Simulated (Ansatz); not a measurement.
A run of Ansatz 0.2.0:

File input.yaml:

```yaml
crystal:
  lattice:
    - [0.0, 2.32725273, 2.32725273]
    - [2.32725273, 0.0, 2.32725273]
    - [2.32725273, 2.32725273, 0.0]
  atoms:
    - { symbol: Cu, position: [0.0, 0.0, 0.0] }
    - { symbol: O, position: [0.25, 0.25, 0.25] }
hamiltonian:
  xc: r2scan
  pseudopotentials: { kind: paw }
  hubbard: { sites: [{ species: Cu, l: d, u_eff: 4.5 }] }
kpoints:
  mp_grid: { grid: [10, 10, 10] }
  band_path:
    path:
      - [[0.0, 0.0, 0.0], [0.5, 0.0, 0.5], [0.5, 0.25, 0.75], [0.375, 0.375, 0.75], [0.0, 0.0, 0.0], [0.5, 0.5, 0.5], [0.625, 0.25, 0.625], [0.5, 0.25, 0.75], [0.5, 0.5, 0.5], [0.375, 0.375, 0.75]]
      - [[0.625, 0.25, 0.625], [0.5, 0.0, 0.5]]
    npoints: 14
scf:
  occupations: { method: fermi_dirac, width: 0.05 }
  n_extra_bands: 6
output:
  forces: true
  stress: true
  eigenvalues: true
  fatbands: false
```

Potentials or basis: Ansatz PAW.

Command:

```bash
$ ansatz run input.yaml --threads 2 --pin off --max-ram 5632MiB --backend cpu --events-out ev --progress --plain --runs-dir out
```

Hardware: 2 threads of Arm Neoverse V1, with other jobs on the host.

Problem. Estimate the wall time of this run.

Solution. Wall time 6.3 s on 2 threads of Arm Neoverse V1 (shared host), peak memory 0.36 GiB. Counts: scf iterations 11, plane waves 645, k points 47, bands 19.
